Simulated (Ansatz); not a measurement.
Crystal: Mo.

```
Mo
1.0
    -1.58381    1.58381    1.58381
     1.58381   -1.58381    1.58381
     1.58381    1.58381   -1.58381
Mo
1
Direct
  0.00000 0.00000 0.00000
```

A run of Ansatz 0.2.0 on this cell left the log below. Logs are shortened: lines on timing, memory, paths and dates and some standing lists are left out, and cuts for length are marked.

```text
Warning: RAYON_NUM_THREADS=2 ignored (pool sized by the plan → 2); use --threads N
Engine: ansatz 0.2.0, x86_64-unknown-linux-gnu
Pseudopotentials: kind: paw
Pseudopotential: Mo, paw, valence charge 14, recommended cutoff 420 eV (normal), Mo.paw.azcp
Functional definition: PBE
  parameter kappa = 0.804
  parameter beta = 0.06672455060314922
  exchange = pbe_x(kappa = kappa, mu = beta*pi^2/3)
  correlation = pbe_c(beta = beta)
Crystal: 1 atoms, lattice volume = 15.892 Å³
Basis set: ecut = 420 eV, 321 PW (Γ), exchange–correlation on 40×40×40 points (8 copies of the dense FFT grid, shifted against one another)
Bands: 11, of which v1, the nominal top of the filled ones, is band 7 counted from 1 (6 counted from 0)
Symmetry: 48 space group operations
Space group: Im-3m (ITA 229), of the structure as read, at distance tolerance 2.5e-5 Å
k-points: 72 of 1728
Non-local potential: Mo, projectors of the file, l = 0: 3, l = 1: 2, l = 2: 2, l = 3: 1
PAW form: soft (Blöchl's): semilocal exchange-correlation on the pseudo side does not see the compensation charge
PAW one-centre angular grid: Mo, 590 points (default); XC on 64 Gauss nodes
Initial density: superposition of atomic densities (neutral atoms: chi_scale 0, normalization atom), corrected by the library's trained network
Initial wavefunctions: pseudopotential atomic-orbital guess
Functional: x = pbe(κ = 0.804, μ = 0.2195149727645171), c = pbe(β = 0.06672455060314922)
SCF iter   1: F=—  HF=-4956.035701 eV  |F-HF|=—  |Δ(HF+E_count)|=         —  Δρ=2.09e-3  dr2=3.94e-4  ethr=1.77e-3  ⟨swp⟩=5.7  Hψ=4720  notcnv=0
preconditioner: auto → none  [insulator: Δε(μ)=0.069 eV  Ē_g=8.198 eV  σ=0.014 eV  W_gap=0.51  n_scr=0 (ndim 8)  ℏωp=22.8 eV  f_vac=0.000  D(μ)=0.62/eV (n_scr^D=0)  ε∞_Penn≈8.7]
SCF iter   2: F=—  HF=-4956.035778 eV  |F-HF|=—  |Δ(HF+E_count)|=   7.70e-5  Δρ=1.07e-3  dr2=6.89e-5  ethr=2.82e-6  ⟨swp⟩=2.6  Hψ=2066  notcnv=0  defer=4
SCF iter   3: F=—  HF=-4956.035798 eV  |F-HF|=—  |Δ(HF+E_count)|=   2.00e-5  Δρ=2.52e-4  dr2=6.53e-6  ethr=4.92e-7  ⟨swp⟩=2.3  Hψ=1285  notcnv=0  defer=4
SCF iter   4: F=—  HF=-4956.035799 eV  |F-HF|=—  |Δ(HF+E_count)|=   6.70e-7  Δρ=5.26e-5  dr2=1.57e-7  ethr=4.67e-8  ⟨swp⟩=2.0  Hψ=963  notcnv=0  defer=4
iter 5 did not close the SCF: its close was put off for the readings that it lacked (scf_convergence_deferred on its scf_iter line)
SCF iter   5: F=-4956.035799 eV  HF=-4956.035799 eV  |F-HF|=1.69e-8  |Δ(HF+E_count)|=  5.03e-10  Δρ=1.94e-5  dr2=2.38e-8  ethr=1.12e-9  ⟨swp⟩=2.0  Hψ=1286  notcnv=0  defer=4
SCF iter   6: F=-4956.035799 eV  HF=-4956.035799 eV  |F-HF|=1.88e-9  |Δ(HF+E_count)|=   8.05e-9  Δρ=7.11e-6  dr2=2.72e-9  ethr=1.70e-10  ⟨swp⟩=2.3  Hψ=2718  notcnv=0
SCF 1 converged in 6 iterations: F = -4956.035799 eV  dr2 = 2.72e-9
  greatest PAW one-centre occupation: 0.998 electrons in one spin orbital (limit 2), on the Mo atom at site 0 (counted from 0), in its partial waves of l = 0
SCF converged after 6 iterations
Free energy (F): -4956.035799 eV
Harris-Foulkes:  -4956.035799 eV  (|F-HF|=1.88e-9)
Internal energy: -4956.035743 eV  (E = F + TS)
E sigma→0 (E₀):  -4956.035771 eV
Entropy (-TS):   -0.000056 eV (-0.056 meV/atom)
Fermi energy:    20.645622 eV
--- Per-component energies (eV) ---
  E_band       = -60.242050
  E_kinetic    = 440.313385
  E_local      = -795.708237  (includes V_loc(G=0)·N_el)
  E_nonlocal   = 142.514665
  E_hartree    = 262.653124
  E_xc         = -183.392826
  E_vxc        = -228.878600  (∫ρ·V_xc dr)
  E_paw        = -3201.147201  (= ΣΔE_a)
  E_vpaw       = -143.788394  (= ΣTr[D̂ρ^β])
  E_aug_tail   = 0.000043  (compensation charges beyond the density's cutoff)
  E_ewald      = -1621.268694
  E_smearing   = -0.000056  (= −TS)
  E_closure    = -0.000000  (closes the sum)
  Σ components = -4956.035799   (vs F -4956.035799, Δ=0.00e0)
--- Forces (eV/Å), atoms counted from 1 ---
  atom   1  Mo    -0.00000000     0.00000000    -0.00000000
  max |Σ_I F_I| component: 3.49e-32 eV/Å
--- Stress (GPa, compression-positive) ---
       -1.935192       0.000000      -0.000000
        0.000000      -1.935192       0.000000
        0.000000       0.000000      -1.935192
  P = ⅓ Tr σ = -1.9352 GPa (-19.352 kbar)
--- Band table (eV; the first three rows and the last of 72) ---
  k-point 0: bands = ["-40.5756", "-13.8721", "-13.8721", "-13.8721", "13.5307", "19.3720", "19.3720", "19.3720", "22.3337", "22.3337", "35.3743"]
  k-point 1: bands = ["-40.5593", "-13.9671", "-13.9016", "-13.8728", "13.8289", "19.2064", "19.3412", "19.6532", "22.1039", "22.3396", "35.5838"]
  k-point 2: bands = ["-40.5147", "-14.2217", "-13.9812", "-13.8746", "14.6190", "18.7849", "19.1960", "20.4702", "21.7790", "22.3794", "35.8731"]
  k-point 71: bands = ["-40.1537", "-14.7899", "-14.7899", "-14.7899", "15.3949", "15.3949", "24.5877", "24.5877", "24.5877", "29.6275", "29.6275"]
```

Task: What input gives this log?

Result: Single point with PBE, no spin polarisation. The files as run (others can give the same):

input.yaml
```yaml
crystal:
  lattice:
    - [-1.5838089719, 1.5838089719, 1.5838089719]
    - [1.5838089719, -1.5838089719, 1.5838089719]
    - [1.5838089719, 1.5838089719, -1.5838089719]
  atoms:
    - { symbol: Mo, position: [0.0, 0.0, 0.0] }
hamiltonian:
  xc: pbe
  pseudopotentials: { kind: paw }
kpoints:
  mp_grid: { grid: [12, 12, 12] }
scf:
  occupations: { method: gaussian, width: 0.014 }
output:
  forces: true
  stress: true
  eigenvalues: true
```

Potentials or basis: Ansatz PAW.
Launch:
```sh
$ ansatz run input.yaml --threads 2 --pin off --max-ram 5632MiB --backend cpu --events-out ev --progress --plain --runs-dir out
```
